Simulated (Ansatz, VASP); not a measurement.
Two plane-wave programs on Sb

File INCAR:

```
SYSTEM = Sb
  ALGO = Normal
  EDIFF = 1E-7
  ENCUT = 520
  GGA = PS
  ISIF = 2
  ISMEAR = -1
  LASPH = .True.
  LCHARG = .True.
  LELF = .True.
  LREAL = .False.
  LVHAR = .True.
  LWAVE = .False.
  NBANDS = 12
  NELM = 80
  PREC = Accurate
  SIGMA = 0.05
```

Contents of KPOINTS:

```
k-points
0
Gamma
  8 8 4
  0 0 0
```

POSCAR

```
Sb
1.0
    3.3545324186     -0.0670906484      0.0000000000
   -1.7353684151      2.9386556165      0.0000000000
    0.0000000000      0.0000000000      5.4701606500
Sb
2
Direct
    0.6666666667      0.3333333333      0.7500000000
    0.3333333333      0.6666666667      0.2500000000
```

The input input.yaml:

```yaml
crystal:
  lattice:
    - [3.3545324186, -0.0670906484, 0.0]
    - [-1.7353684151, 2.9386556165, 0.0]
    - [0.0, 0.0, 5.47016065]
  atoms:
    - { symbol: Sb, position: [0.6666666667, 0.3333333333, 0.75] }
    - { symbol: Sb, position: [0.3333333333, 0.6666666667, 0.25] }
hamiltonian:
  xc: pbesol
  pseudopotentials: { kind: paw }
kpoints:
  mp_grid: { grid: [8, 8, 4] }
  band_path:
    path:
      - [[0.0, 0.0, 0.0], [-0.5, 0.5, 0.0], [-0.6661329064, 0.3215055822, 0.0], [-0.5, 0.0, 0.0], [-0.5, 0.0, -0.5], [-0.3338670936, -0.3215055822, -0.5], [0.0, -0.5, -0.5], [0.0, -0.5, 0.0], [-0.3338670936, -0.3215055822, 0.0]]
      - [[-0.6661329064, 0.3215055822, -0.5], [-0.5, 0.5, -0.5], [0.0, 0.0, -0.5]]
      - [[-0.5, 0.5, 0.0], [-0.5, 0.5, -0.5]]
    npoints: 14
scf:
  occupations: { method: fermi_dirac, width: 0.05 }
  n_extra_bands: 6
output:
  forces: true
  stress: true
  eigenvalues: true
  fatbands: true
```

This isn't the form of Sb at room conditions, which is rhombohedral.

Alike in both runs: functional PBEsol; k mesh 8 × 8 × 4; occupations fermi-dirac, width 0.05 eV; no spin polarisation.

|  | VASP | Ansatz |
| --- | --- | --- |
| version | VASP 6.6.1 | Ansatz 0.2.0 |
| potentials or method | VASP PAW PBE potentials, release 64 (Sb) | Ansatz PAW |
| plane-wave cutoff (eV) | 520 | 420 |
| valence electrons in the cell | 10 | 30 |
| task | single point | band structure |

Ansatz gave:

| Item | Value |
| --- | --- |
| gap on the k mesh at the Fermi level (eV) | none |
| pressure (GPa) | -1.1 |
| largest component of the traceless stress (GPa) | 1.30 |
| rms of the force components (eV/Å) | 0.022 |

Q: What did VASP give for the same quantities?

A: gap on the k mesh at the Fermi level (eV): none; pressure (GPa): -1.1; largest component of the traceless stress (GPa): 1.29; rms of the force components (eV/Å): 0.022.

Atom by atom the forces differ by 0.000 eV/Å (rms over components). A gap of «none» marks a metal or a gap that the smearing closes. The two sets of potentials don't hold the same shells in valence.

Caveats: the PAW data sets were made with another functional, which shifts forces and pressure a little (VASP); spin-orbit coupling is left out, which moves the levels of the heavy elements (Ansatz); the PAW data sets come from PBE, with cores solved anew for the run's functional, which leaves a small shift of forces and pressure (Ansatz). The runs have no spin-orbit coupling, so splittings on Sb are missing.
